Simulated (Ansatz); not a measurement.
# ZrS: a single-point run

Wanted: a converged single-point run for ZrS, and a check of what comes out. The structure is shown as the input types it.

Computed with Ansatz 0.2.0 (DFT, LDA, PAW with Ansatz's default frozen-core files, scalar-relativistic, unless a step's input says otherwise).

## (1) Starting point

The structure is cubic, space group Fm-3m (No. 225). The conventional cell has a = 5.176 Å, b = 5.176 Å, c = 5.176 Å, α = 90.00°, β = 90.00°, γ = 90.00°. Zr (site symmetry m-3m) has 6 S at 2.59 Å as nearest neighbours. Around S (site symmetry m-3m) lie 6 Zr at 2.59 Å.

Coordinates:

```xyz
2
Lattice="0.0000 2.5881 2.5881 2.5881 0.0000 2.5881 2.5881 2.5881 0.0000" Properties=species:S:1:pos:R:3 pbc="T T T"
Zr    0.0000    0.0000    0.0000
S     2.5881    2.5881    2.5881
```

## (2) Input and run

The input, input.yaml:

```yaml
crystal:
  lattice:
    - [0.0, 2.5880508427, 2.5880508427]
    - [2.5880508427, 0.0, 2.5880508427]
    - [2.5880508427, 2.5880508427, 0.0]
  atoms:
    - { symbol: Zr, position: [0.0, 0.0, 0.0] }
    - { symbol: S, position: [0.5, 0.5, 0.5] }
kpoints:
  mp_grid: { grid: [11, 11, 11] }
scf:
  occupations: { method: fixed }
  max_iter: 50
hamiltonian:
  xc: lda
  pseudopotentials: { kind: paw }
output:
  forces: true
  stress: true
  eigenvalues: true
  efg: { contact_densities: true }
```

Started as:

```sh
> ansatz run input.yaml --threads 1 --pin off --max-ram 2048MiB --backend cpu --events-out ev --progress --plain --runs-dir out
```

Q: Will this input give a usable result? If not, why, and what should change?

The program finished normally, with warnings (band overlap at count, gradients without spin orbit, metallic iterate). Its log warns: «a fill by count may have filled part of one level: at k-index 0 the highest filled band, 13.556736 eV, and the lowest empty band, 13.556736 eV, stand 1.599e-14 eV apart ...»

In the input, scf.occupations.method is fixed; scf.occupations.width is missing. What could go wrong: fixed occupations where they can't hold. It still converged here, which does not make the setting sound.

Run again and compare: set scf.occupations.method to fermi_dirac and scf.occupations.width to 0.05.
